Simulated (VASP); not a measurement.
Crystal: Hf.

```
Hf
1.0
     0.00000    2.23527    2.23527
     2.23527    0.00000    2.23527
     2.23527    2.23527    0.00000
Hf
1
Direct
  0.00000 0.00000 0.00000
```

This isn't the form of Hf at room conditions, which is hcp.

| Item | Value |
| --- | --- |
| Program | VASP 6.6.1 |
| Task | relaxation of cell and atoms |
| Functional | LDA |
| Potentials or basis | VASP PAW LDA potentials, release 64 (Hf_pv) |
| Cutoff | 600 eV |
| k mesh | 16 × 16 × 16 |
| Occupations | gaussian, width 0.1 eV |
| Spin | no spin polarisation |

At the start: pressure -7.7 GPa; volume 22.34 Å³/atom.

Where does the relaxation end?

Over 4 steps the energy falls by 40.6 meV/atom and the volume is 20.73 Å³/atom (-7.2 %); space group Fm-3m (No. 225, to 0.05 Å).

Step by step:
| step | energy change (eV) | largest force (eV/Å) | pressure (GPa) | volume (Å³) |
| --- | --- | --- | --- | --- |
| 1 | 0.0000 | 0.0000 | -7.66 | 22.34 |
| 2 | 0.0144 | 0.0000 | 11.18 | 19.06 |
| 3 | -0.0406 | 0.0000 | -0.15 | 20.76 |
| 4 | -0.0406 | 0.0000 | 0.02 | 20.73 |

Final structure:
```
CELL_PARAMETERS angstrom
0.00000 2.18017 2.18017
2.18017 0.00000 2.18017
2.18017 2.18017 0.00000
ATOMIC_POSITIONS crystal
Hf 0.00000 0.00000 0.00000
```
